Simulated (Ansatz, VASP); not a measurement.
## Two plane-wave programs on ZnS

INCAR

```
SYSTEM = ZnS
PREC     = Accurate       ! precision mode
ENCUT    = 520            ! plane-wave cutoff, eV
EDIFF    = 1E-6           ! SCF threshold, eV
ISMEAR   = -1             ! smearing method
SIGMA    = 0.02           ! smearing width, eV
LREAL    = .False.        ! projectors in reciprocal space
LASPH    = .True.         ! aspherical terms in the spheres
NELM     = 60             ! most SCF steps
ALGO     = Normal         ! electronic algorithm
ISIF     = 2              ! what is computed and relaxed
LWAVE    = .False.        ! write WAVECAR
LCHARG   = .True.         ! write CHGCAR
GGA      = PE             ! functional
LELF     = .True.         ! ELF
LVHAR    = .True.       
NBANDS   = 16             ! bands
```

File KPOINTS:

```
regular mesh
0
Gamma
  6 6 6
  0 0 0
```

The input POSCAR:

```
ZnS
1.0
    0.0000000000      2.5310225584      2.5310225584
    2.5310225584      0.0000000000      2.5310225584
    2.5310225584      2.5310225584      0.0000000000
Zn S
1 1
Direct
    0.0000000000      0.0000000000      0.0000000000
    0.5000000000      0.5000000000      0.5000000000
```

Input for Ansatz:

```yaml
crystal:
  lattice:
    - [0.0, 2.5310225584, 2.5310225584]
    - [2.5310225584, 0.0, 2.5310225584]
    - [2.5310225584, 2.5310225584, 0.0]
  atoms:
    - { symbol: Zn, position: [0.0, 0.0, 0.0] }
    - { symbol: S, position: [0.5, 0.5, 0.5] }
kpoints:
  mp_grid: { grid: [6, 6, 6] }
hamiltonian:
  xc: pbe
scf:
  occupations: { method: fermi_dirac, width: 0.02 }
  n_extra_bands: 4
output:
  forces: true
  stress: true
  eigenvalues: true
```

The cell was built by a generator and needn't be a form met in nature.

Alike in both runs: task single point; functional PBE; k mesh 6 × 6 × 6; occupations fermi-dirac, width 0.02 eV; no spin polarisation.

|  | VASP | Ansatz |
| --- | --- | --- |
| version | VASP 6.6.1 | Ansatz 0.2.0 |
| potentials or method | VASP PAW PBE potentials, release 64 (Zn, S) | plane waves, PAW |
| plane-wave cutoff (eV) | 520 | 420 |
| valence electrons in the cell | 18 | 18 |

VASP gave:

```
pressure (GPa) : 2.5
```

Task: Estimate Ansatz's values.

Result: Pressure (GPa): 2.3.

With one functional, cell and mesh, what is left measures potentials, basis and numerics.
